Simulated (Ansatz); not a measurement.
TiC:

```
Ti C
1.0
     0.00000    2.16572    2.16572
     2.16572    0.00000    2.16572
     2.16572    2.16572    0.00000
Ti C
1 1
Cartesian
  0.0000 0.0000 0.0000
  2.1657 2.1657 2.1657
```

The cell is a database's computed one.

* Program: Ansatz 0.2.0
* Task: relaxation of cell and atoms
* Functional: LDA
* Potentials or basis: Ansatz PAW
* Cutoff: 420 eV (not typed: the program's choice for these potentials)
* k mesh: 11 × 11 × 11
* Occupations: fermi-dirac, width 0.05 eV
* Spin: no spin polarisation

At the start: volume 10.16 Å³/atom.

**Question.** How do energy, volume and symmetry change on relaxing?

**Answer.** It ends after 7 steps and the volume is 9.67 Å³/atom (-4.8 %); space group Fm-3m (No. 225, to 0.05 Å).

The path:
```csv
step,energy change (eV),largest force (eV/Å),volume (Å³)
1,0.0000,0.0000,20.32
2,-0.0411,0.0000,19.43
3,-0.0416,0.0000,19.34
4,-0.0416,0.0000,19.35
5,-0.0400,0.0000,19.35
6,-0.0400,0.0000,19.34
7,-0.0400,0.0000,19.34
```

Final structure:
```cif
data_structure
_symmetry_space_group_name_H-M 'P 1'
_symmetry_Int_Tables_number 1
_cell_length_a 3.0130
_cell_length_b 3.0130
_cell_length_c 3.0130
_cell_angle_alpha 60.000
_cell_angle_beta 60.000
_cell_angle_gamma 60.000
_cell_volume 19.34
loop_
_atom_site_label
_atom_site_type_symbol
_atom_site_fract_x
_atom_site_fract_y
_atom_site_fract_z
_atom_site_occupancy
Ti1 Ti 0.00000 0.00000 0.00000 1
C1 C 0.50000 0.50000 0.50000 1
```

Caveat: the plane-wave basis is chosen anew once the cell has moved, so the energies of steps on either side of that aren't comparable; the pressure holds a Pulay correction of +0.4 GPa for the finite cutoff; the PAW data sets come from PBE, with cores solved anew for the run's functional, which leaves a small shift of forces and pressure.
